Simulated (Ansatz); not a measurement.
# Cu2O: one cell, many SCF starts

Is Cu2O magnetic at this level, in which order, and do all starts find it? Single-point runs from several starts follow. System: Cu2O, its deposited structure (space group Pn-3m); the cell holds 6 atoms. Source: COD entry 1010963.

The COD entry's cell or inner coordinates are ideal or old and differ from later refinements, so a difference from it is no clean test against experiment.

Computed with Ansatz 0.2.0 (DFT r2SCAN, PAW, plane waves, scalar-relativistic, unless a step's input says otherwise).

**1. The starting structure**

It takes space group Pn-3m (No. 224, cubic). The conventional cell has a = 4.258 Å, b = 4.258 Å, c = 4.258 Å, α = 90.00°, β = 90.00°, γ = 90.00°. O (site symmetry -43m) is surrounded by 4 Cu at 1.84 Å. Around Cu (site symmetry -3m) lie 2 O at 1.84 Å.

As a file:

```
O Cu
1.0
     4.25800    0.00000    0.00000
     0.00000    4.25800    0.00000
     0.00000    0.00000    4.25800
O Cu
2 4
Cartesian
  0.0000 0.0000 0.0000
  2.1290 2.1290 2.1290
  1.0645 1.0645 1.0645
  1.0645 3.1935 3.1935
  3.1935 3.1935 1.0645
  3.1935 1.0645 3.1935
```

Labels such as Cu6 number the atoms in the order of the input file.

First come: parallel moments, plain SCF; opposed moments +-++, plain SCF; no spin polarisation; spin on, no moments given (the program may seed its own), plain SCF. Further starts follow from what these give.

A plain SCF has the search for lower states switched off and ends at the first converged state. 

Moments by site are taken inside atomic spheres; the rest lies between them.

**2. Parallel moments, plain SCF**

Input file input.yaml:

```yaml
crystal:
  lattice:
    - [4.258, 0.0, 0.0]
    - [0.0, 4.258, 0.0]
    - [0.0, 0.0, 4.258]
  atoms:
    - { symbol: O, position: [0.0, 0.0, 0.0] }
    - { symbol: O, position: [0.5, 0.5, 0.5] }
    - { symbol: Cu, position: [0.25, 0.25, 0.25], spin: 1.0 }
    - { symbol: Cu, position: [0.25, 0.75, 0.75], spin: 1.0 }
    - { symbol: Cu, position: [0.75, 0.75, 0.25], spin: 1.0 }
    - { symbol: Cu, position: [0.75, 0.25, 0.75], spin: 1.0 }
magnetization:
  spin_polarized: true
hamiltonian:
  xc: r2scan
  pseudopotentials: { kind: paw }
basis:
  ecutwfc: 500
kpoints:
  mp_grid: { grid: [5, 5, 5] }
scf:
  occupations: { method: fermi_dirac, width: 0.02 }
  lower_state_search: "off"
output:
  forces: true
  stress: true
```

The log of the run, shortened:

```text
[...]
Pseudopotentials: kind: paw
Pseudopotential: O, paw, valence charge 6, recommended cutoff 500 eV (meta_gga), O.paw.azcp
Pseudopotential: Cu, paw, valence charge 19, recommended cutoff 500 eV (meta_gga), Cu.paw.azcp
Functional definition: r2SCAN
[...]
Crystal: 6 atoms, lattice volume = 77.200 Å³
Basis set: ecut = 500 eV, 1935 PW (Γ), exchange–correlation on 128×128×128 points (64 copies of the dense FFT grid, shifted against one another)
Bands: 56, of which v1, the nominal top of the filled ones, is band 44 counted from 1 (43 counted from 0)
Symmetry: 48 space group operations
Space group: Pn-3m (ITA 224), of the structure as read, at distance tolerance 4.3e-5 Å
Magnetic group: BNS 224.110 (UNI 1612), of the structure as read, at distance tolerance 4.3e-5 Å
k-points: 10 of 125
[...]
Starting moments: Σ|m| = 4 μB on 4 of 6 sites
[...]
SCF iter   1: F=-27659.123661 eV  HF=-27658.205206 eV  |F-HF|=9.18e-1  |Δ(HF+E_count)|=         —  Δρ=1.02e-1 (↑1.02e-1 ↓1.02e-1)  dr2=1.04e0  dr2_τ=6.41e-2  dr2_m=6.89e0  M=0.017 μB ∫|m|=0.809 μB  β_m=0.30  ethr=1.17e-3  ⟨swp⟩=1.4  Hψ=5301  notcnv=0
[...]
spin=Collinear: Resta preconditioning applied to the charge; magnetization (m = ρ↑ − ρ↓) channel mixes plain (no charge-response kernel on spin).
[...]
spin-set hold released at iteration 8 (site moments contracting): the magnetisation degrees of freedom join the quasi-Newton model from the next iteration; the mixer history was flushed
[...]
SCF iter  20: F=-27659.836913 eV  HF=-27659.836913 eV  |F-HF|=5.09e-11  |Δ(HF+E_count)|=  2.18e-10  Δρ=4.76e-7 (↑4.76e-7 ↓4.05e-7)  dr2=2.36e-10  dr2_τ=1.73e-12  dr2_m=4.34e-11  M=-0.000 μB ∫|m|=0.000 μB  ethr=1.00e-12  ⟨swp⟩=1.0  Hψ=2481  notcnv=0
WARN: the starting moments were not kept: the SCF closed with an absolute magnetisation of 1.0e-5 μB, where they sum to 4 μB in size (4 sites). That is at most 0.1 of that sum. Measured as dr2_m measures the in/out step, that magnetisation stands 2.2e-11 eV from none, at or under the [...]
this state was not tested for a lower state beside it, because the mixer in use, unlike msr1, does not test its closes by its own steps (another_mixer; see scf.mixing.algorithm and scf.lower_state_search)
SCF converged after 20 iterations
Magnetization: -0.0000 μB (44.0000 up, 44.0000 down)
Absolute magnetization: 0.0000 μB (∫|ρ↑−ρ↓|, with the PAW one-centre terms)
Spin contamination: 0.0000 ħ² per cell (⟨S²⟩ above its minimum at these occupations)
Per-site moments (μB) at R_I (Å): [(1.737524093986737e-6, 0.7605543349210413), (1.7375240940247622e-6, 0.7605543349210413), (-3.644109507984907e-7, 0.7605543349210413), (-3.644109508606468e-7, 0.7605543349210413), (-3.6441095084382865e-7, 0.7605543349210413), (-3.644109507727776e-7, [...]
Free energy (F): -27659.836913 eV
[...]
E sigma→0 (E₀):  -27659.836913 eV
Fermi energy:    11.227080 eV
[...]
--- Forces (eV/Å), atoms counted from 1 ---
  atom   1  O     -0.00000000     0.00000000     0.00000000
  atom   2  O     -0.00000000    -0.00000000    -0.00000000
  atom   3  Cu     0.00000000    -0.00000000     0.00000000
  atom   4  Cu     0.00000000     0.00000000     0.00000000
  atom   5  Cu     0.00000000    -0.00000000    -0.00000000
  atom   6  Cu     0.00000000    -0.00000000    -0.00000000
[...]
--- Stress (GPa, compression-positive) ---
       -1.038625      -0.000000       0.000000
       -0.000000      -1.038625       0.000000
        0.000000       0.000000      -1.038625
  P = ⅓ Tr σ = -1.0386 GPa (-10.386 kbar)
```

Run time: 9.6 s. Hardware: 2 threads of an x86-64 CPU, shared host; peak memory 0.6 GiB.

Result: non-magnetic, a gap of 0.77 eV on the k-mesh.

**3. Opposed moments +-++, plain SCF**

Edit input.yaml of step 2 so:

```diff
@@ -9,3 +9,3 @@
     - { symbol: Cu, position: [0.25, 0.25, 0.25], spin: 1.0 }
-    - { symbol: Cu, position: [0.25, 0.75, 0.75], spin: 1.0 }
+    - { symbol: Cu, position: [0.25, 0.75, 0.75], spin: -1.0 }
     - { symbol: Cu, position: [0.75, 0.75, 0.25], spin: 1.0 }
```

The log of the run, shortened:

```text
[... 13 lines as in an earlier run ...]
Symmetry: 12 space group operations
Space group: R-3m (ITA 166), of the structure as read, at distance tolerance 4.3e-5 Å
Magnetic group: BNS 166.97 (UNI 1327), of the structure as read, at distance tolerance 4.3e-5 Å
k-points: 19 of 125
[... 8 lines as in an earlier run ...]
Starting moments: Σ|m| = 4 μB on 4 of 6 sites
[... 2 lines as in an earlier run ...]
[...]
SCF iter   1: F=-27659.121115 eV  HF=-27658.266205 eV  |F-HF|=8.55e-1  |Δ(HF+E_count)|=         —  Δρ=9.80e-2 (↑9.74e-2 ↓9.80e-2)  dr2=1.02e0  dr2_τ=6.03e-2  dr2_m=6.24e0  M=0.001 μB ∫|m|=0.794 μB  β_m=0.30  ethr=1.15e-3  ⟨swp⟩=1.3  Hψ=10110  notcnv=0
[...]
[... 1 line as in an earlier run ...]
[...]
spin-set hold released at iteration 8 (site moments contracting): the magnetisation degrees of freedom join the quasi-Newton model from the next iteration; the mixer history was flushed
[...]
SCF iter  21: F=-27659.836913 eV  HF=-27659.836913 eV  |F-HF|=2.33e-10  |Δ(HF+E_count)|=   2.00e-9  Δρ=6.21e-7 (↑6.21e-7 ↓4.28e-7)  dr2=5.06e-10  dr2_τ=1.59e-12  dr2_m=1.21e-11  M=-0.000 μB ∫|m|=0.000 μB  ethr=1.00e-12  ⟨swp⟩=1.1  Hψ=5907  notcnv=0
WARN: the starting moments were not kept: the SCF closed with an absolute magnetisation of 1.0e-5 μB, where they sum to 4 μB in size (4 sites). That is at most 0.1 of that sum. Measured as dr2_m measures the in/out step, that magnetisation stands 2.4e-11 eV from none, at or under the [...]
[... 1 line as in an earlier run ...]
SCF converged after 21 iterations
Magnetization: -0.0000 μB (44.0000 up, 44.0000 down)
Absolute magnetization: 0.0000 μB (∫|ρ↑−ρ↓|, with the PAW one-centre terms)
Spin contamination: 0.0000 ħ² per cell (⟨S²⟩ above its minimum at these occupations)
Per-site moments (μB) at R_I (Å): [(-7.765279542063943e-8, 0.7605543349210413), (-7.765279537324724e-8, 0.7605543349210413), (-1.3500746611029337e-6, 0.7605543349210413), (-2.532776427908621e-7, 0.7605543349210413), (-1.350074661474487e-6, 0.7605543349210413), (-1.3500746611740256e-6, [...]
Free energy (F): -27659.836913 eV
[...]
E sigma→0 (E₀):  -27659.836913 eV
Fermi energy:    11.227069 eV
[... 30 lines left out: energy terms, forces, stress ...]
```

Run time: 16 s. Hardware: 2 threads of an x86-64 CPU, shared host; peak memory 0.67 GiB.

The run ends in the same state as step 2 (non-magnetic); it took 21 iterations.

**4. No spin polarisation**

Input file input.yaml:

```yaml
crystal:
  lattice:
    - [4.258, 0.0, 0.0]
    - [0.0, 4.258, 0.0]
    - [0.0, 0.0, 4.258]
  atoms:
    - { symbol: O, position: [0.0, 0.0, 0.0] }
    - { symbol: O, position: [0.5, 0.5, 0.5] }
    - { symbol: Cu, position: [0.25, 0.25, 0.25] }
    - { symbol: Cu, position: [0.25, 0.75, 0.75] }
    - { symbol: Cu, position: [0.75, 0.75, 0.25] }
    - { symbol: Cu, position: [0.75, 0.25, 0.75] }
hamiltonian:
  xc: r2scan
  pseudopotentials: { kind: paw }
basis:
  ecutwfc: 500
kpoints:
  mp_grid: { grid: [5, 5, 5] }
scf:
  occupations: { method: fermi_dirac, width: 0.02 }
  lower_state_search: "off"
output:
  forces: true
  stress: true
```

The log of the run, shortened:

```text
[... 12 lines as in an earlier run ...]
Bands: 50, of which v1, the nominal top of the filled ones, is band 44 counted from 1 (43 counted from 0)
[... 10 lines as in an earlier run ...]
[...]
[... 2 lines as in an earlier run ...]
SCF iter   1: F=-27659.453886 eV  HF=-27659.898122 eV  |F-HF|=4.44e-1  |Δ(HF+E_count)|=         —  Δρ=3.51e-2  dr2=5.63e-1  dr2_τ=1.16e-1  ethr=1.77e-3  ⟨swp⟩=6.1  Hψ=1697  notcnv=0
[...]
SCF iter   9: F=-27659.836913 eV  HF=-27659.836913 eV  |F-HF|=1.60e-10  |Δ(HF+E_count)|=   1.26e-8  Δρ=1.67e-6  dr2=1.67e-9  dr2_τ=6.79e-11  ethr=1.14e-10  ⟨swp⟩=4.0  Hψ=1714  notcnv=0
[...]
SCF converged after 9 iterations
Free energy (F): -27659.836913 eV
[...]
E sigma→0 (E₀):  -27659.836913 eV
Fermi energy:    11.227063 eV
[... 30 lines left out: energy terms, forces, stress ...]
```

Wall time 2.9 s (2 threads of an x86-64 CPU, shared host); peak memory 0.57 GiB.

Nothing new: the 9 iterations lead to the state found in step 2 (non-magnetic).

**5. Spin on, no moments given (the program may seed its own), plain SCF**

Edit input.yaml of step 4 so:

```diff
@@ -25 +25,3 @@
   stress: true
+magnetization:
+  spin_polarized: true
```

The log of the run, shortened:

```text
[... 12 lines as in an earlier run ...]
Bands: 53, of which v1, the nominal top of the filled ones, is band 44 counted from 1 (43 counted from 0)
[... 13 lines as in an earlier run ...]
[...]
SCF iter   1: F=-27659.189599 eV  HF=-27659.328183 eV  |F-HF|=1.39e-1  |Δ(HF+E_count)|=         —  Δρ=2.71e-2 (↑2.71e-2 ↓2.71e-2)  dr2=1.06e0  dr2_τ=9.23e-3  dr2_m=0.00e0  M=0.000 μB ∫|m|=0.000 μB  β_m=0.30  ethr=1.19e-3  ⟨swp⟩=1.2  Hψ=2380  notcnv=0
[...]
[... 1 line as in an earlier run ...]
[...]
SCF iter  13: F=-27659.836913 eV  HF=-27659.836912 eV  |F-HF|=7.98e-9  |Δ(HF+E_count)|=   4.45e-8  Δρ=1.80e-6 (↑1.80e-6 ↓1.80e-6)  dr2=5.04e-9  dr2_τ=4.62e-11  dr2_m=0.00e0  M=0.000 μB ∫|m|=0.000 μB  ethr=1.14e-10  ⟨swp⟩=2.8  Hψ=1862  notcnv=0
[...]
SCF converged after 13 iterations
Magnetization: 0.0000 μB (44.0000 up, 44.0000 down)
Absolute magnetization: 0.0000 μB (∫|ρ↑−ρ↓|)
Spin contamination: 0.0000 ħ² per cell (⟨S²⟩ above its minimum at these occupations)
Per-site moments (μB) at R_I (Å): [(0.0, 0.7605543349210413), (0.0, 0.7605543349210413), (0.0, 0.7605543349210413), (0.0, 0.7605543349210413), (0.0, 0.7605543349210413), (0.0, 0.7605543349210413)]
Free energy (F): -27659.836913 eV
[...]
E sigma→0 (E₀):  -27659.836913 eV
Fermi energy:    11.227097 eV
[... 30 lines left out: energy terms, forces, stress ...]
```

Run time: 4.5 s. Hardware: 2 threads of an x86-64 CPU, shared host; peak memory 0.59 GiB.

Nothing new: the 13 iterations lead to the state found in step 2 (non-magnetic).

**6. Parallel moments scaled by 1.5, plain SCF**

Input file input.yaml:

```yaml
crystal:
  lattice:
    - [4.258, 0.0, 0.0]
    - [0.0, 4.258, 0.0]
    - [0.0, 0.0, 4.258]
  atoms:
    - { symbol: O, position: [0.0, 0.0, 0.0] }
    - { symbol: O, position: [0.5, 0.5, 0.5] }
    - { symbol: Cu, position: [0.25, 0.25, 0.25], spin: 1.5 }
    - { symbol: Cu, position: [0.25, 0.75, 0.75], spin: 1.5 }
    - { symbol: Cu, position: [0.75, 0.75, 0.25], spin: 1.5 }
    - { symbol: Cu, position: [0.75, 0.25, 0.75], spin: 1.5 }
magnetization:
  spin_polarized: true
hamiltonian:
  xc: r2scan
  pseudopotentials: { kind: paw }
basis:
  ecutwfc: 500
kpoints:
  mp_grid: { grid: [5, 5, 5] }
scf:
  occupations: { method: fermi_dirac, width: 0.02 }
  lower_state_search: "off"
output:
  forces: true
  stress: true
```

The log of the run, shortened:

```text
[... 12 lines as in an earlier run ...]
Bands: 57, of which v1, the nominal top of the filled ones, is band 44 counted from 1 (43 counted from 0)
[... 12 lines as in an earlier run ...]
Starting moments: Σ|m| = 6 μB on 4 of 6 sites
[... 2 lines as in an earlier run ...]
[...]
SCF iter   1: F=-27659.013836 eV  HF=-27656.813057 eV  |F-HF|=2.20e0  |Δ(HF+E_count)|=         —  Δρ=1.50e-1 (↑1.50e-1 ↓1.47e-1)  dr2=1.01e0  dr2_τ=1.30e-1  dr2_m=1.51e1  M=0.112 μB ∫|m|=1.233 μB  β_m=0.30  ethr=1.13e-3  ⟨swp⟩=1.2  Hψ=5450  notcnv=0
[...]
[... 1 line as in an earlier run ...]
[...]
spin-set hold released at iteration 8 (site moments contracting): the magnetisation degrees of freedom join the quasi-Newton model from the next iteration; the mixer history was flushed
[...]
SCF iter  20: F=-27659.836913 eV  HF=-27659.836913 eV  |F-HF|=5.82e-11  |Δ(HF+E_count)|=  8.11e-10  Δρ=2.88e-7 (↑2.88e-7 ↓2.55e-7)  dr2=9.35e-11  dr2_τ=4.32e-13  dr2_m=9.87e-12  M=-0.000 μB ∫|m|=0.000 μB  ethr=1.00e-12  ⟨swp⟩=1.0  Hψ=2798  notcnv=0
WARN: the starting moments were not kept: the SCF closed with an absolute magnetisation of 7.7e-6 μB, where they sum to 6 μB in size (4 sites). That is at most 0.1 of that sum. Measured as dr2_m measures the in/out step, that magnetisation stands 6.2e-12 eV from none, at or under the [...]
[... 1 line as in an earlier run ...]
SCF converged after 20 iterations
Magnetization: -0.0000 μB (44.0000 up, 44.0000 down)
Absolute magnetization: 0.0000 μB (∫|ρ↑−ρ↓|, with the PAW one-centre terms)
Spin contamination: 0.0000 ħ² per cell (⟨S²⟩ above its minimum at these occupations)
Per-site moments (μB) at R_I (Å): [(5.621364485478081e-7, 0.7605543349210413), (5.62136448528982e-7, 0.7605543349210413), (-6.078181870200494e-7, 0.7605543349210413), (-6.078181871917074e-7, 0.7605543349210413), (-6.078181871874665e-7, 0.7605543349210413), (-6.078181870262168e-7, [...]
Free energy (F): -27659.836913 eV
[...]
E sigma→0 (E₀):  -27659.836913 eV
Fermi energy:    11.227078 eV
[... 30 lines left out: energy terms, forces, stress ...]
```

Run time: 9.6 s. Hardware: 2 threads of an x86-64 CPU, shared host; peak memory 0.6 GiB.

The run ends in the same state as step 2 (non-magnetic); it took 20 iterations.

**7. All ends together**

```csv
step,iterations,state,moments of Cu3 Cu4 Cu5 Cu6 (μB),total (μB),gap (eV),pressure (GPa),above lowest (meV/atom)
2,20,1,0.00 0.00 0.00 0.00,0.00,0.77,-1.0,0.0
3,21,1,0.00 0.00 0.00 0.00,0.00,0.77,-1.0,0.0
4,9,1,0.00 0.00 0.00 0.00,0.00,0.77,-1.0,0.0
5,13,1,0.00 0.00 0.00 0.00,0.00,0.77,-1.0,0.0
6,20,1,0.00 0.00 0.00 0.00,0.00,0.77,-1.0,0.0
```

States are numbered from the lowest. Starts by step: 2 parallel moments, plain SCF; 3 opposed moments +-++, plain SCF; 4 no spin polarisation; 5 spin on, no moments given (the program may seed its own), plain SCF; 6 parallel moments scaled by 1.5, plain SCF.

The 5 runs of this session took 43 s in all, from 2.9 s to 16 s each.

Decimal logarithm of the largest residual (eV) by iteration, counted through all cycles of a run:

```csv
iteration,step 2,step 3,step 4,step 5,step 6
1,0.8,0.8,-0.2,0.0,1.2
2,0.6,0.5,-1.0,0.1,0.9
3,0.3,0.3,-1.5,0.0,0.7
4,0.0,0.0,-2.8,-0.3,0.4
5,-0.2,-0.2,-3.5,-0.8,0.1
6,-0.5,-0.5,-4.7,-2.2,-0.1
8,-1.0,-0.9,-6.8,-3.1,-0.6
10,-3.6,-3.3,-,-4.4,-3.2
12,-4.5,-4.4,-,-6.4,-4.3
14,-5.4,-5.9,-,-,-5.5
16,-6.5,-6.2,-,-,-6.3
17,-7.3,-6.6,-,-,-7.2
19,-9.4,-7.0,-,-,-9.4
21,-,-9.3,-,-,-
```

**8. Summary of results**

| quantity | value |
| --- | --- |
| distinct states | 1 from 5 converged runs |
| lowest state | non-magnetic |
| total moment | 0.00 μB per cell |
| gap on the k-mesh | 0.77 eV |
| pressure | -1.0 GPa |
| largest force | 0.000 eV/Å |

In words: The 5 converged runs end in 1 distinct state. Spin polarisation gains nothing here: every starting moment dies out. These are lowest states among those tried, not proven ground states.
